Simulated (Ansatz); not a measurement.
Input:

```yaml
crystal:
  lattice:
    - [4.11081, 0.00000, 0.00000]
    - [0.00000, 5.81357, 0.00000]
    - [2.05541, 2.90678, 2.17553]
  atoms:
    - { symbol: I, position: [0.00000, 0.00000, 0.00000] }
    - { symbol: Li, position: [0.00000, 0.50000, 0.00000] }
```

No spin polarisation.

Method: Kohn–Sham DFT with the r2SCAN functional, run in Ansatz (a program for electronic structure) with PAW and 500 eV plane waves, spin-orbit coupling left out. Γ-centred 10×10×10 mesh, Fermi–Dirac width 0.05 eV.

Q: Predict the band gap, valence-band top at Γ, pressure and gap character.

A: 
* **Band gap**: 4.65 eV
* **Valence-band top at Γ (three highest levels, from the VBM)**: 0.00, -0.31, -0.38 eV
* **Pressure (mean of the normal stresses, compression positive)**: 1.16 GPa
* **Gap character**: indirect, Γ → X

Spin-orbit coupling, missing from the scalar runs, can matter with I. The cells carry an imposed strain or load. Whether these cells are dynamically stable was not tested. The cell was made from LiI in the rock salt structure (space group Fm-3m, No. 225) by this change: biaxial strain −3.40 %, plane normal [110], relaxed out of plane.
